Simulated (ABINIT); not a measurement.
Crystal: Se.

```
Se
1.0
     4.36620    0.00000    0.00000
    -2.18310    3.78124    0.00000
     0.00000    0.00000    4.95360
Se
3
Direct
  0.77460 0.77460 0.00000
  0.00000 0.22540 0.66667
  0.22540 0.00000 0.33333
```

Base run:

| Quantity | Value |
| --- | --- |
| Program | ABINIT 10.8.3 (patched build) |
| Functional | SOGGA |
| Potentials or basis | JTH PAW PBE v2.0 |
| Cutoff | 408 eV |
| k mesh | 7 × 7 × 6 |
| Occupations | fermi-dirac, width 0.05 eV |
| Spin | no spin polarisation |

Its results: band gap on the k mesh 1.12 eV, indirect (least direct gap 1.45 eV); pressure -0.6 GPa; largest force 0.253 eV/Å.

Task: After a change of settings the same cell gave: band gap on the k mesh 1.20 eV, indirect (least direct gap 1.47 eV); pressure 3.1 GPa; largest force 0.501 eV/Å. Which change was it?
A. functional from SOGGA to BP86
B. functional from SOGGA to PBEsol; k mesh from 7 × 7 × 6 to 4 × 4 × 4
C. functional from SOGGA to LDA-PZ; potentials or basis from JTH PAW PBE v2.0 to JTH PAW LDA v2.0
D. functional from SOGGA to RPBE

Result: A.

Caveats: the PAW data sets were made with another functional, which shifts forces and pressure a little; the mesh misses the band edges, which the band path finds closer together.

Runs at the PBE level aren't shown here.
